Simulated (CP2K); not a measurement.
Runs of CP2K 2026.2 on Ge. The cell holds a slab with vacuum, 6 atoms: a = 3.998 Å, b = 3.998 Å, c = 22.430 Å, α = 90.00°, β = 90.00°, γ = 120.00°. The slab is cut from a database's or a generator's crystal, which needn't be the stable form of the element.

```tsv
level	cutoff radius of the dispersion sum (A)	cutoff of the non-local correlation (Ry)	gap on the mesh (eV)	largest force (eV/Å)
PBE+D3	20	-	none	0.34
PBE+D3(BJ)	20	-	none	0.29
PBE	-	-	none	(a)
PBE+rVV10	-	300	none	0.35
PBE+D4	20	-	none	0.29
PBE+D2	20	-	none	0.20
PBE+D3(BJ)+ATM	20	-	none	0.29
```

Alike in all rows: task single point; potentials or basis POTENTIAL_UZH Ge GTH-PBE-q4; DZVP-MOLOPT-PBE-GTH basis; no spin polarisation; cell as given; k mesh 6 × 6 × 1; smearing fermi-dirac 0.05 eV.

Q: Fill in the values left out.

A: (a) 0.36.

Caveats: the basis of atomic orbitals isn't converged, which shifts pressures, moduli and gaps.

A k mesh can miss the band edges, and the runs leave out spin-orbit coupling on Ge.

A gap of «none» marks a metal or a gap under the smearing width.
